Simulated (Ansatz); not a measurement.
**SnS2 (P-3m1): G0W0 against its settings**

SnS2 (P-3m1) from a database structure, relaxed with r2SCAN+rVV10; one-shot G0W0 in Ansatz without spin-orbit coupling. Calculated for a static, non-magnetic cell.

Space group P-3m1 (No. 164). a = 3.661 Å, b = 3.661 Å, c = 5.962 Å, α = 90.00°, β = 90.00°, γ = 120.00°

| atom | site | symmetry | x | y | z |
| --- | --- | --- | --- | --- | --- |
| Sn | 1a | -3m. | 0.0000 | 0.0000 | 0.0000 |
| S | 2d | 3m. | 0.3333 | 0.6667 | 0.2456 |

Gaps are read over the mesh points alone. G0W0 here is at a finite number of bands, screening cutoff and k mesh, not at the basis limit.
```json
{"start": "PBE", "potentials": "PAW", "frequency model": "contour deformation", "mesh": "6×6×4", "empty bands": "206", "screening cutoff (eV)": "120", "Kohn-Sham gap (eV)": "1.50", "G0W0 gap (eV)": "2.35"}
{"start": "PBE", "potentials": "PAW", "frequency model": "contour deformation", "mesh": "6×6×4", "empty bands": "512", "screening cutoff (eV)": "220", "Kohn-Sham gap (eV)": "1.50", "G0W0 gap (eV)": "2.35"}
{"start": "PBE", "potentials": "PAW", "frequency model": "contour deformation", "mesh": "6×6×4", "empty bands": "941", "screening cutoff (eV)": "300", "Kohn-Sham gap (eV)": "1.50", "G0W0 gap (eV)": "2.35"}
{"start": "HSE06", "potentials": "PAW", "frequency model": "contour deformation", "mesh": "6×6×4", "empty bands": "512", "screening cutoff (eV)": "220", "Kohn-Sham gap (eV)": "2.39", "G0W0 gap (eV)": "2.78"}
{"start": "r2SCAN", "potentials": "PAW", "frequency model": "contour deformation", "mesh": "6×6×4", "empty bands": "512", "screening cutoff (eV)": "220", "Kohn-Sham gap (eV)": "1.81", "G0W0 gap (eV)": "2.55"}
{"start": "PBE0", "potentials": "PAW", "frequency model": "contour deformation", "mesh": "6×6×4", "empty bands": "512", "screening cutoff (eV)": "220", "Kohn-Sham gap (eV)": "3.09", "G0W0 gap (eV)": "2.97"}
{"start": "PBE", "potentials": "PAW", "frequency model": "Godby-Needs pole", "mesh": "6×6×4", "empty bands": "512", "screening cutoff (eV)": "220", "Kohn-Sham gap (eV)": "1.50", "G0W0 gap (eV)": "2.40"}
{"start": "PBE", "potentials": "PAW", "frequency model": "contour deformation", "mesh": "12×12×4", "empty bands": "112", "screening cutoff (eV)": "80", "Kohn-Sham gap (eV)": "1.49", "G0W0 gap (eV)": "2.30"}
{"start": "PBE", "potentials": "norm-conserving", "frequency model": "contour deformation", "mesh": "6×6×4", "empty bands": "512", "screening cutoff (eV)": "220", "Kohn-Sham gap (eV)": "1.50", "G0W0 gap (eV)": "2.38"}
```

Over the mesh points the PBE gap of 1.50 eV becomes a quasiparticle gap of 2.35 eV (Γ to k = (0, -1/2, 1/4)), a change of +0.85 eV. Renormalisation factors Z lie between 0.71 and 0.79.

Raising bands and cutoff together moves the gap by 0.00 eV (120 to 220 eV), then 0.00 eV (220 to 300 eV); the last step is small, which bounds nothing strictly. Starting from HSE06 (2.39 eV against PBE's 1.50 eV) gives 2.78 eV, +0.43 eV from G0W0@PBE at the same screening cutoff. Starting from r2SCAN (1.81 eV against PBE's 1.50 eV) gives 2.55 eV, +0.20 eV from G0W0@PBE at the same screening cutoff. Starting from PBE0 (3.09 eV against PBE's 1.50 eV) gives 2.97 eV, +0.62 eV from G0W0@PBE at the same screening cutoff. The Godby-Needs plasmon pole differs from contour deformation by +0.05 eV. Norm-conserving potentials (wave cutoff 980 eV against 420 eV) shift the quasiparticle gap by +0.03 eV and the PBE gap by 0.00 eV. r2SCAN runs take a wave cutoff of 500 eV.

Coordinates of k points refer to the reciprocal vectors of the primitive cell of the runs.

The program warns that the k mesh is coarse for exact exchange in some of these runs, so their gaps aren't converged.
